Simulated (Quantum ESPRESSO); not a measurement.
# CdSe: single point with PBE

The system is CdSe.

```
Cd Se
1.0
     0.00000    3.07027    3.07027
     3.07027    0.00000    3.07027
     3.07027    3.07027    0.00000
Cd Se
1 1
Direct
  0.00000 0.00000 0.00000
  0.25000 0.25000 0.25000
```

Measurements of this composition are mostly on another form, of space group No. 186.

| Item | Value |
| --- | --- |
| Program | Quantum ESPRESSO 7.5 |
| Task | single point |
| Functional | PBE |
| Potentials or basis | SG15 PBE 1.2 |
| Cutoff | 952 eV |
| Density cutoff | 3810 eV |
| k mesh | 4 × 4 × 4 |
| Occupations | fermi-dirac, width 0.05 eV |
| Spin | no spin polarisation |
| Mixing beta | 0.5 |
| Most SCF iterations | 120 |
| SCF threshold | 4e-10 Ry |

```
Pressure               : 1.6 GPa
Band gap on the k mesh : 0.53 eV, direct
```

Levels at points of the mesh, in eV from the valence-band top:
```
             k point  band 10  band 11  band 12  band 13  band 14  band 15  band 16  band 17
  (0.00, 0.00, 0.00)    -7.54     0.00     0.00     0.00     0.53     5.92     5.92     5.92
 (0.00, 0.00, -0.50)    -7.26    -4.23    -0.71    -0.71     2.33     6.42     6.42     7.32
(0.00, -0.50, -0.50)    -7.20    -3.96    -1.76    -1.76     3.17     3.71     8.96    10.04
```

Wall time 8.1 s on 2 MPI ranks on Arm Neoverse V1, with other jobs on the host, peak memory 0.14 GiB a rank.

Caveat: the k mesh is coarse (spacing up to 0.44 Å⁻¹), so the values aren't converged.
